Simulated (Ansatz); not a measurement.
# CaSe (Fm-3m): phonons against volume, part 3 of 5

Which modes of CaSe drive its thermal expansion?

Experimental results on record:
- heat capacity C_P per formula unit 48.1 J/mol/K near room temperature (given in “High-Throughput Prediction of Finite-Temperature Properties using the Quasi-Harmonic Approximation”, 2016, arXiv:1603.06924)

Ansatz 0.2.0; DFT LDA, scalar-relativistic, plane waves, PAW.

So far. Step 2 (Probe on a coarse mesh): The start is under -3.1 GPa at this level and looks like an insulator or semiconductor on this mesh. Step 4 (Relaxing to small residual forces and stress): The residual pressure is -0.0068 GPa, small enough for phonons.

The database entry behind the starting cell differs from later determinations by our own check (0.1 to 0.3 % short, probably kX units), so it need not match the best structure at ambient conditions.

### 5. Lattice dynamics at this volume, V/V0 1

Phonons at this volume give one point of F(V, T); meshes stay fixed along the series.

input.yaml reads:

```yaml
crystal:
  lattice:
    - [0.0, 2.8956489215, 2.8956489215]
    - [2.8956489215, 0.0, 2.8956489215]
    - [2.8956489215, 2.8956489215, 0.0]
  atoms:
    - { symbol: Ca, position: [0.0, 0.0, 0.0] }
    - { symbol: Se, position: [0.5, 0.5, 0.5] }
kpoints:
  mp_grid: { grid: [8, 8, 8] }
hamiltonian:
  xc: lda
scf:
  occupations: { method: fixed }
output:
  eigenvalues: true
phonons:
  method: dfpt
  dielectric: true
  rigid_motions: translations
  qmesh: [4, 4, 4]
  temperatures: { t_max: 1000, t_step: 50 }
  qpath:
    path:
      - [[0.0, 0.0, 0.0], [0.5, 0.0, 0.5], [0.625, 0.25, 0.625]]
      - [[0.375, 0.375, 0.75], [0.0, 0.0, 0.0], [0.5, 0.5, 0.5], [0.5, 0.25, 0.75], [0.5, 0.0, 0.5]]
    npoints: 10
```

Run with:

```console
> ansatz run input.yaml --threads 4 --pin off --max-ram 8192MiB --backend cpu --events-out ev --progress --plain --runs-dir out
```

Numbers of over 12 decimals in the logs are rounded to 6 here.

The log of the run:

```text
[...]
Crystal: 2 atoms, lattice volume = 48.559 Å³
Basis set: ecut = 420 eV, 941 PW (Γ), exchange–correlation on 60×60×60 points (8 copies of the dense FFT grid, shifted against one another)
Bands: 17, of which v1, the nominal top of the filled ones, is band 13 counted from 1 (12 counted from 0)
Symmetry: 48 space group operations
k-points: 59 of 512 (irreducible under 8 space group operations, time reversal used)
[...]
SCF iter   1: F=—  HF=-7160.093236 eV  |F-HF|=—  |Δ(HF+E_count)|=         —  Δρ=4.87e-3  dr2=5.60e-3  ethr=1.77e-3  ⟨swp⟩=4.2  Hψ=4834  notcnv=0  defer=37
[...]
SCF iter   7: F=-7160.091855 eV  HF=-7160.091855 eV  |F-HF|=1.91e-11  |Δ(HF+E_count)|=  4.84e-10  Δρ=5.50e-7  dr2=7.04e-11  ethr=1.00e-12  ⟨swp⟩=5.4  Hψ=6144  notcnv=0
SCF 1 converged in 7 iterations: F = -7160.091855 eV  dr2 = 7.04e-11
[...]
DFPT response loops at Γ: preconditioner auto → none (the input reference at scf.mixing.eps_inf says where Resta's filter doesn't serve); β = 0.50; Broyden in place of MSR1
── the response to a field inside a basis, on 8×8×8 k-points: an SCF that follows is theirs, and a resumed run solves both again ──
Bands: 14, of which v1, the nominal top of the filled ones, is band 13 counted from 1 (12 counted from 0)
k-points: 60 of 512 (irreducible under 12 space group operations)
[...]
Eigensolver: Dense (60 Hₖ)
SCF iter   1: F=—  HF=-7160.089340 eV  |F-HF|=—  |Δ(HF+E_count)|=         —  Δρ=8.37e-5  dr2=8.08e-7  ethr=1.00e-1
[...]
SCF iter   3: F=-7160.089340 eV  HF=-7160.089340 eV  |F-HF|=2.30e-8  |Δ(HF+E_count)|=   1.98e-7  Δρ=1.61e-5  dr2=6.94e-8  ethr=1.23e-9
SCF 1 converged in 3 iterations: F = -7160.089340 eV  dr2 = 6.94e-8
[...]
NSCF: frozen V_eff on 29 k-points
[...]
DFPT response loops at q = (0, 0, 0.25) (fractional): preconditioner auto → Resta (q_TF=auto, 2.459 Å⁻¹)  ε∞=5.9 (no band partly filled); β = 1.00, the filter's whole step (`scf.mixing.beta` (0.50) is not read by the response loops at its default; to damp them type it under 1.00, their step now; it binds the ground state too); Broyden in place of MSR1
[...]
SCF converged after 7 iterations
Free energy (F): -7160.091855 eV
[...]
Internal energy: -7160.091855 eV  (E = F + TS)
E sigma→0 (E₀):  -7160.091855 eV
Fermi energy:    7.567047 eV
[...]
--- Band table (eV; the first three rows and the last of 59) ---
  k-point 0: bands = [... 9 lower, -4.5289, 7.5670, 7.5670, 7.5670, 11.0083, 11.0904, 11.0904, 11.0904]
  k-point 1: bands = [... 9 lower, -4.4191, 6.7222, 7.2846, 7.2846, 11.0628, 11.3229, 11.3229, 11.9909]
  k-point 2: bands = [... 9 lower, -4.1400, 5.3779, 6.7584, 6.7584, 11.1725, 11.8860, 11.8860, 13.3284]
  k-point 58: bands = [... 9 lower, -3.7646, 5.4153, 5.4153, 5.7160, 11.8761, 11.8761, 12.8477, 13.4152]
--- Phonons (Γ-DFPT): 2 representative perturbations + reference, on 59 of 512 k-points (Σ response iterations 6) ---
  k mesh reduced under 8 symmetry operations, with k and −k counted as one. Each operation leaves every solved perturbation unchanged. A smaller set is not considered because the run solves the response to a homogeneous field
  ASR residual: 2.650e-4 → 0.000e0 eV/Å²; symmetrization residual: 1.819e-7 eV/Å²
  ASR residual per site (eV/Å²): 9.86e-5 2.65e-4
  Γ frequencies (cm⁻¹): 0.00 0.00 0.00 191.51 191.51 191.51
  ε∞ (high-frequency dielectric tensor):
        6.021865     0.000000    -0.000000
        0.000000     6.021865     0.000000
       -0.000000     0.000000     6.021865
  ε⁰ (static dielectric tensor: ions relaxed, cell fixed):
       11.765195     0.000000    -0.000000
        0.000000    11.765195    -0.000000
       -0.000000    -0.000000    11.765195
  ε⁰ − ε∞ (ionic part):
        5.743331     0.000000    -0.000000
        0.000000     5.743331    -0.000000
       -0.000000    -0.000000     5.743331
  softest optical mode at Γ: 191.51 cm⁻¹; the repairs (sum rule, projections) moved no ω² at Γ by more than (0.96 cm⁻¹)²
  Born effective charges Z* (e; rows j = field, columns β = displacement):
    site 0:
         2.35077    0.00000   -0.00000
         0.00000    2.35077    0.00000
        -0.00000   -0.00000    2.35077
    site 1:
        -2.35077   -0.00000    0.00000
        -0.00000   -2.35077   -0.00000
         0.00000    0.00000   -2.35077
  Z* charge neutrality: 4.486e-4 e pre-enforcement
  solved inside a basis spanned on kpoints, on 8×8×8 k-points, its susceptibility summed on 12×12×12: ε∞ is read to err by 1.5e-2, Z* by 1.7e-2 e (field_mesh: kpoints solves on kpoints); Z* is corrected for what the basis lacks
  optical modes at Γ without the LO–TO term, one row a degenerate level:
      ω (cm⁻¹)  modes    IR ((D/Å)²/amu)
        191.51      3            14.3866
  optical modes at Γ + LO–TO along q̂ = [1.0000, 0.0000, 0.0000]:
      ω (cm⁻¹)  modes    IR ((D/Å)²/amu)
        191.51      2             9.5911
        267.68      1             4.7955
  optical modes at Γ + LO–TO along q̂ = [0.0000, 1.0000, 0.0000]:
      ω (cm⁻¹)  modes    IR ((D/Å)²/amu)
        191.51      2             9.5911
        267.68      1             4.7955
  optical modes at Γ + LO–TO along q̂ = [0.0000, 0.0000, 1.0000]:
      ω (cm⁻¹)  modes    IR ((D/Å)²/amu)
        191.51      2             9.5911
        267.68      1             4.7955
--- Phonons (arbitrary-q DFPT): 8 irreducible q on the 4×4×4 mesh ---
  q = [0.0000, 0.0000, 0.0000] (star 1, of the zone-centre solve; hermiticity 1.01e-7, symmetrization 1.35e-12): -0.00 -0.00 -0.00 191.51 191.51 191.51
  q = [0.0000, 0.0000, 0.2500] (star 8, 2 solved perturbations on 288 of 512 k-point pairs; hermiticity 3.19e-7, symmetrization 7.64e-12): 79.99 79.99 111.14 183.38 183.38 265.98
[...]
q = [0.0000, 0.2500, 0.2500] (star 6, 4 solved perturbations in 528 linear systems a pass and spin channel, the states on 164 of 512 k-point pairs; hermiticity 3.34e-7, symmetrization 1.57e-13): 63.03 63.03 139.17 195.55 195.55 218.99
[...]
sum rule: each row above includes the acoustic sum rule's correction from the zone centre's row sums; it moved no ω² by more than (0.96 cm⁻¹)²
  mesh force constants: q→R imaginary residual 4.20e-18; ASR residual 2.650e-4 → 0.000e0 eV/Å²; symmetrization residual 6.217e-15 eV/Å²
  interpolated dispersion: 63 rows × 6 modes
  density of states and harmonic sums: on the 20×20×20 q-mesh, interpolated from the force constants of a 4×4×4 supercell (with the dipole–dipole term)
  largest difference from the sums on the solved wave vectors: F 1.21e-2 eV, S 1.62e-5 and C_V 4.00e-6 eV/K
  zero-point energy: 0.058451 eV/cell   skipped modes (ω ≤ 0): 3   left out of the sums: 6.25e-5 of the cell's modes: C_V's classical limit lies that fraction below 3 k_B per atom; for a crystal, a wire or a layer, F and S can be off by more, and a phonons.interpolated_qmesh denser along its periods is the remedy for the sampling
```

The job ended after 1.7 min (4 threads of Arm Neoverse V2, shared host; peak memory 1.2 GiB; 6.6 min of CPU time).

Numbers from this step:

| Item | Value |
| --- | --- |
| Γ frequencies | 0, 0, 0, 191.5, 191.5, 191.5 cm⁻¹ (negative: imaginary) |
| lowest frequency on the path | 0 cm⁻¹ |
| zero-point energy | 0.05845 eV/cell |
| point group | m-3m |
| highest frequency | 267.7 cm⁻¹ |
| Debye temperature from the second moment | 307 K |

LO-TO term included. Phonon branches along the path, in cm⁻¹:

```csv
point,branch 1,branch 2,branch 3,branch 4,branch 5,branch 6
Γ,0,0,0,192,192,268
halfway,63,63,139,196,196,219
X,84,84,123,198,198,210
halfway,90,99,122,195,203,209
U,106,117,129,185,206,212
jump to K,106,117,129,185,206,212
halfway,74,105,130,171,200,248
Γ,0,0,0,192,192,268
halfway,80,80,111,183,183,266
L,127,127,162,163,163,262
halfway,118,122,144,175,191,233
W,109,109,140,191,205,205
halfway,92,112,120,197,201,208
X,84,84,123,198,198,210
```

The phonon branches as a text plot (rows in cm⁻¹):

```
    262 |***                      *****************
    251 |   *                   **                 **
    240 |    **                *                     *
    229 |                    **                       **
    218 |      *           **                           *
    206 |       * *************                          ********
    195 |****************      ***********            ***********
    184 |                **       ***     ****      ** **
    173 |                  **   **            **  *****
    162 |                    ***                ****
    151 |       **          ****               *   ***
    139 |      *  **       *                  *       ******
    128 |           ***   * *** *            *  ******      *   *
    117 |    **        *****   *               *     ****  *****
    106 |               *****   **          * *          ***  *
     95 |   *          **    **            * *              ****
     84 |         *****        * ***        *                  **
     73 |       **              *         *
     61 |  *   *                 ****      *
     50 |    **                   ***    **
     39 |   *                       *    *
     28 | **                         *  *
     17 | *                          *  *
      6 |*                            **
         Γ           X  U|K            Γ         L        W     X
```

Tetrahedra on 20 20 20, mean over bins of 5 cm⁻¹. Phonon density of states against wavenumber; read off at these points:

```csv
wavenumber (cm⁻¹),phonon density of states (1/cm⁻¹/cell)
2,1.0e-5
8,4.0e-5
18,3.4e-4
22,5.7e-4
32,0.0014
38,0.00194
48,0.00357
52,0.00464
58,0.00609
68,0.00996
72,0.0126
82,0.0225
88,0.0282
98,0.0323
102,0.0348
108,0.0380
118,0.0451
122,0.0533
128,0.0551
132,0.0202
138,0.0294
142,0.0450
148,0.0395
152,0.0153
162,0.00345
168,0.0269
172,0.0359
182,0.0477
188,0.0551
198,0.0736
202,0.0427
212,0.0210
218,0.0188
222,0.0174
232,0.0151
238,0.0146
248,0.0141
252,0.0141
262,0.0119
268,0.0021
```

Harmonic. Thermo, by row:

| T (K) | F_vib (meV/atom) | S (J/mol-atom/K) | C_V (J/mol-atom/K) |
| --- | --- | --- | --- |
| 0 | 29.23 | 0 | 0 |
| 50 | 28.82 | 2.94 | 7.098 |
| 100 | 25.21 | 11.14 | 16.49 |
| 150 | 17.42 | 18.7 | 20.48 |
| 200 | 6.07 | 24.87 | 22.26 |
| 250 | -8.17 | 29.94 | 23.17 |
| 300 | -24.82 | 34.22 | 23.69 |
| 350 | -43.53 | 37.89 | 24.01 |
| 400 | -64.01 | 41.11 | 24.22 |
| 450 | -86.07 | 43.98 | 24.37 |
| 500 | -109.5 | 46.55 | 24.48 |
| 550 | -134.3 | 48.89 | 24.56 |
| 600 | -160.2 | 51.02 | 24.62 |
| 650 | -187.1 | 53 | 24.67 |
| 700 | -215.1 | 54.83 | 24.7 |
| 750 | -243.9 | 56.53 | 24.73 |
| 800 | -273.6 | 58.13 | 24.76 |
| 850 | -304.2 | 59.63 | 24.78 |
| 900 | -335.4 | 61.05 | 24.8 |
| 950 | -367.4 | 62.39 | 24.81 |
| 1000 | -400.1 | 63.66 | 24.82 |

Phonopy on the run's constants, 17x17x17 mesh, Gaussian sigma 2.1 cm⁻¹. Modes against wavenumber; read off at these points; values in 1/cm⁻¹/cell:

| wavenumber (cm⁻¹) | Ca | Se |
| --- | --- | --- |
| -10.0 | 0 | 0 |
| -5.0 | 0 | 6.8e-6 |
| 0.0 | 3.6e-5 | 7.0e-5 |
| 5.0 | 0 | 9.4e-6 |
| 10.0 | 0 | 0 |
| 15.0 | 5.1e-5 | 9.2e-5 |
| 20.0 | 3.3e-4 | 6.5e-4 |
| 25.0 | 1.5e-4 | 3.2e-4 |
| 30.0 | 3.1e-4 | 6.4e-4 |
| 35.0 | 7.9e-4 | 0.00161 |
| 40.0 | 7.8e-4 | 0.00163 |
| 45.0 | 6.9e-4 | 0.00145 |
| 50.0 | 0.00157 | 0.00337 |
| 55.0 | 0.00159 | 0.00342 |
| 60.0 | 0.00238 | 0.00524 |
| 65.0 | 0.00254 | 0.00568 |
| 70.0 | 0.00353 | 0.00800 |
| 75.0 | 0.00448 | 0.0104 |
| 80.0 | 0.00553 | 0.0132 |
| 85.0 | 0.00759 | 0.0186 |
| 90.0 | 0.00823 | 0.0210 |
| 95.0 | 0.00856 | 0.0229 |
| 100.0 | 0.00878 | 0.0248 |
| 105.0 | 0.00836 | 0.0250 |
| 110.0 | 0.00992 | 0.0327 |
| 115.0 | 0.00861 | 0.0321 |
| 120.0 | 0.00864 | 0.0386 |
| 125.0 | 0.00714 | 0.0512 |
| 125.7 | 0.00675 | 0.0532 |
| 130.0 | 0.00365 | 0.0317 |
| 135.0 | 0.00413 | 0.0207 |
| 140.0 | 0.00455 | 0.0301 |
| 144.3 | 0.00615 | 0.0398 |
| 145.0 | 0.00577 | 0.0385 |
| 150.0 | 0.00413 | 0.0251 |
| 155.0 | 0.00109 | 0.00697 |
| 160.0 | 0.00161 | 6.8e-4 |
| 165.0 | 0.0144 | 0.00165 |
| 170.0 | 0.0244 | 0.00535 |
| 175.0 | 0.0314 | 0.00896 |
| 180.0 | 0.0340 | 0.0109 |
| 185.0 | 0.0372 | 0.0129 |
| 190.0 | 0.0451 | 0.0166 |
| 195.0 | 0.0542 | 0.0216 |
| 200.0 | 0.0411 | 0.0159 |
| 205.0 | 0.0251 | 0.00776 |
| 210.0 | 0.0228 | 0.00470 |
| 215.0 | 0.0195 | 0.00223 |
| 220.0 | 0.0138 | 0.00125 |
| 224.2 | 0.0191 | 0.00127 |
| 225.0 | 0.0177 | 0.00118 |
| 230.0 | 0.0119 | 0.00109 |
| 235.0 | 0.0171 | 0.00130 |
| 240.0 | 0.00941 | 0.00102 |
| 245.0 | 0.0166 | 0.00181 |
| 250.0 | 0.00902 | 0.00137 |
| 253.9 | 0.0142 | 0.00202 |
| 255.0 | 0.0136 | 0.00208 |
| 260.0 | 0.0108 | 0.00205 |
| 265.0 | 0.00613 | 0.00191 |
| 270.0 | 5.5e-4 | 2.2e-4 |
| 275.0 | 0 | 0 |

Born charge (rows field, columns displacement) (e), principal values of the symmetric part by kind of site:

| atom | atoms with these values | low | middle | high | mean |
| --- | --- | --- | --- | --- | --- |
| Ca1 | 1 | 2.35 | 2.35 | 2.35 | 2.35 |
| Se2 | 1 | -2.35 | -2.35 | -2.35 | -2.35 |

In full for Se2:

```
-2.35  0.00  0.00
 0.00 -2.35  0.00
 0.00  0.00 -2.35
```

ε∞:

```
6.02 0.00 0.00
0.00 6.02 0.00
0.00 0.00 6.02
```

No LO-TO term. The modes at Γ (shares of kinetic energy by element, %):

```
mode  frequency (cm⁻¹)  symmetry  Ca %  Se %
   1               0.0       T1u    34    66
   2               0.0       T1u    34    66
   3               0.0       T1u    34    66
   4             191.5       T1u    66    34
   5             191.5       T1u    66    34
   6             191.5       T1u    66    34
```

Displacements in mode 5 (191.5 cm⁻¹), the largest set to 1:
```
Ca1  1.00  0.00  0.00
Se2 -0.51  0.00  0.00
```

No mode is imaginary beyond numerical noise at the solved wavevectors.

### 6. A cell at another volume, V/V0 1.015

Symmetry fixes every atom, so a single point at the scaled cell gives the energy and pressure of this member.

The cell differs from the one that the last finished run ended in (a 4.095 → 4.115 Å, b 4.095 → 4.115 Å, c 4.095 → 4.115 Å).

input.yaml, the sections that differ from step 5:

```yaml
crystal:
  lattice:
    - [0.0, 2.9100553722, 2.9100553722]
    - [2.9100553722, 0.0, 2.9100553722]
    - [2.9100553722, 2.9100553722, 0.0]
  atoms:
    - { symbol: Ca, position: [0.0, 0.0, 0.0] }
    - { symbol: Se, position: [0.5, 0.5, 0.5] }
output:
  forces: true
  stress: true
  eigenvalues: true
# kpoints, hamiltonian, scf: as in step 5
# phonons: removed
```

The log of the run:

```text
[...]
Crystal: 2 atoms, lattice volume = 49.287 Å³
Basis set: ecut = 420 eV, 941 PW (Γ)
Bands: 17, of which v1, the nominal top of the filled ones, is band 13 counted from 1 (12 counted from 0)
Symmetry: 48 space group operations
[...]
k-points: 29 of 512
[...]
SCF iter   1: F=—  HF=-7160.091274 eV  |F-HF|=—  |Δ(HF+E_count)|=         —  Δρ=4.84e-3  dr2=5.72e-3  ethr=1.77e-3  ⟨swp⟩=4.2  Hψ=2386  notcnv=0  defer=19
[...]
SCF iter   6: F=-7160.089917 eV  HF=-7160.089917 eV  |F-HF|=2.38e-9  |Δ(HF+E_count)|=   9.04e-9  Δρ=3.68e-6  dr2=3.90e-9  ethr=1.94e-10  ⟨swp⟩=4.2  Hψ=2582  notcnv=0
SCF 1 converged in 6 iterations: F = -7160.089917 eV  dr2 = 3.90e-9
[...]
SCF converged after 6 iterations
Free energy (F): -7160.089917 eV
[...]
Internal energy: -7160.089917 eV  (E = F + TS)
E sigma→0 (E₀):  -7160.089917 eV
Fermi energy:    7.384452 eV
[...]
--- Stress (GPa, compression-positive) ---
       -0.833227       0.000000      -0.000000
        0.000000      -0.833227      -0.000000
       -0.000000      -0.000000      -0.833227
  P = ⅓ Tr σ = -0.8332 GPa (-8.332 kbar)
--- Band table (eV; the first three rows and the last of 29) ---
  k-point 0: bands = [... 9 lower, -4.6560, 7.3845, 7.3845, 7.3845, 10.7398, 10.9177, 10.9177, 10.9177]
  k-point 1: bands = [... 9 lower, -4.5504, 6.5509, 7.1108, 7.1108, 10.8704, 11.1455, 11.1455, 11.7325]
  k-point 2: bands = [... 9 lower, -4.2820, 5.2283, 6.5984, 6.5984, 10.9812, 11.6977, 11.6977, 13.1019]
  k-point 28: bands = [... 9 lower, -3.9162, 5.2677, 5.2677, 5.5685, 11.6836, 11.6836, 12.6233, 13.1760]
```

Run time: 0.44 s. Hardware: 4 threads; peak memory 0.34 GiB.

Numbers from this step:

```yaml
pressure: -0.8332 GPa
gap_on_the_k_mesh: 1.756 eV
volume_per_atom: 24.64 Å³
```

At this level the gap is 1.76 eV on the k-mesh of the self-consistent run, which can miss the band edges.

### 7. Phonons, V/V0 1.015

Phonons at this volume give one point of F(V, T); meshes stay fixed along the series.

input.yaml, the sections that differ from step 6:

```yaml
output:
  eigenvalues: true
phonons:
  method: dfpt
  dielectric: true
  rigid_motions: translations
  qmesh: [4, 4, 4]
  temperatures: { t_max: 1000, t_step: 50 }
  qpath:
    path:
      - [[0.0, 0.0, 0.0], [0.5, 0.0, 0.5], [0.625, 0.25, 0.625]]
      - [[0.375, 0.375, 0.75], [0.0, 0.0, 0.0], [0.5, 0.5, 0.5], [0.5, 0.25, 0.75], [0.5, 0.0, 0.5]]
    npoints: 10
# crystal, kpoints, hamiltonian, scf: as in step 6
```

The log of the run:

```text
[...]
Crystal: 2 atoms, lattice volume = 49.287 Å³
Basis set: ecut = 420 eV, 941 PW (Γ), exchange–correlation on 60×60×60 points (8 copies of the dense FFT grid, shifted against one another)
Bands: 17, of which v1, the nominal top of the filled ones, is band 13 counted from 1 (12 counted from 0)
Symmetry: 48 space group operations
k-points: 59 of 512 (irreducible under 8 space group operations, time reversal used)
[...]
optical modes at Γ + LO–TO along q̂ = [0.0000, 1.0000, 0.0000]:
      ω (cm⁻¹)  modes    IR ((D/Å)²/amu)
        185.56      2             9.6318
        263.28      1             4.8159
  optical modes at Γ + LO–TO along q̂ = [0.0000, 0.0000, 1.0000]:
      ω (cm⁻¹)  modes    IR ((D/Å)²/amu)
        185.56      2             9.6318
        263.28      1             4.8159
--- Phonons (arbitrary-q DFPT): 8 irreducible q on the 4×4×4 mesh ---
[...]
interpolated dispersion: 63 rows × 6 modes
[...]
[key lines of the parts left out:]
SCF converged after 7 iterations
Free energy (F): -7160.089918 eV
Fermi energy:    7.384416 eV
```

The job ended after 1.7 min (4 threads; peak memory 1.2 GiB).

LO-TO term included. Phonon branches along the path, in cm⁻¹:

```
    point  branch 1  branch 2  branch 3  branch 4  branch 5  branch 6
        Γ         0         0         0       186       186       263
  halfway        63        63       135       189       189       215
        X        84        84       123       191       191       203
  halfway        90        98       122       188       196       202
        U       105       117       127       179       200       206
jump to K       105       117       127       179       200       206
  halfway        74       102       127       166       193       244
        Γ         0         0         0       186       186       263
  halfway        78        78       109       178       178       262
        L       124       124       158       158       159       258
  halfway       117       120       142       170       185       228
        W       109       109       137       186       198       198
  halfway        92       110       120       191       194       201
        X        84        84       123       191       191       203
```

The phonon branches as a text plot (rows in cm⁻¹):

```
    258 |***                      *****************
    247 |   *                   **                 **
    236 |    **                *                     *
    225 |                    **                       **
    214 |      *           **                           *
    203 |       *   ********                             ********
    192 |  *************    *********                  *** ******
    181 |**             ***       ***********        ** ***
    170 |                  *    **           ***   *****
    159 |                   ****                *****
    148 |       **          ***                *   ***
    137 |      *  **       *   *              *       ******
    126 |           **** ** *** *            *   *****      * ***
    115 |    **         ****   *               **    ****  ***
    104 |               *** *   **          * *          **** *
     93 |   *          **    **            * *               ***
     82 |         *****        * ***        *                  **
     71 |       **              *         *
     60 |  *   *                 ****      *
     49 |    **                   **     **
     38 |   *                       *    *
     27 | **                         *  *
     16 | *                          *  *
      5 |*                            **
         Γ           X  U|K            Γ         L        W     X
```

No mode is imaginary beyond numerical noise at the solved wavevectors. The highest zone-centre mode (no LO–TO term) moved by -3.1 % for a volume change of +1.5 %.

[end of part 3 of 5]

[Logs are printed without paths, hosts, clocks, repeated set-up lines and the standing remarks that a program may print on its own settings, such as how far it seeks lower states.]

[Hosts, paths, dates, database ids (printed as entryN), source tags and the programs' standing remarks are cut or masked in the printed files.]

[A step with changed settings may run another functional than the one named; its input shows which.]

[Of the runs on displaced cells, only some may be shown.]
